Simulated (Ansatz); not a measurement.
Runs of Ansatz 0.2.0 on Si2W. The structure is tetragonal, space group I4/mmm (No. 139). The conventional cell has a = 3.214 Å, b = 3.214 Å, c = 7.830 Å, α = 90.00°, β = 90.00°, γ = 90.00°. Around W (site symmetry 4/mmm) lie 10 Si at 2.62 Å. Si (site symmetry 4mm) has 5 Si at 2.59 to 2.63 Å and 5 W at 2.62 Å as nearest neighbours. 

| potentials or basis | cutoff (eV) | basis error allowed | pressure (GPa) | largest force (eV/Å) |
| --- | --- | --- | --- | --- |
| all-electron LAPW, inner shells corrected to Dirac's equation | 218 | 0.002 eV/atom | (a) | 0.02 |
| all-electron PAW datasets made for the crystal | 320 | - | -2.0 | 0.02 |
| all-electron LAPW, non-relativistic | 215 | 0.002 eV/atom | 5.5 | 0.08 |
| all-electron LAPW, scalar-relativistic | 218 | 0.002 eV/atom | -2.0 | 0.02 |

Alike in all rows: task band structure; level PBEsol; no spin polarisation; cell as given; k mesh 12 × 12 × 12; smearing fermi-dirac 0.05 eV.

Fill in the values left out.

(a) -1.9.

Caveats: relativity is left out, which matters for the heavier elements (some runs).

The runs don't all hold the same shells in valence.
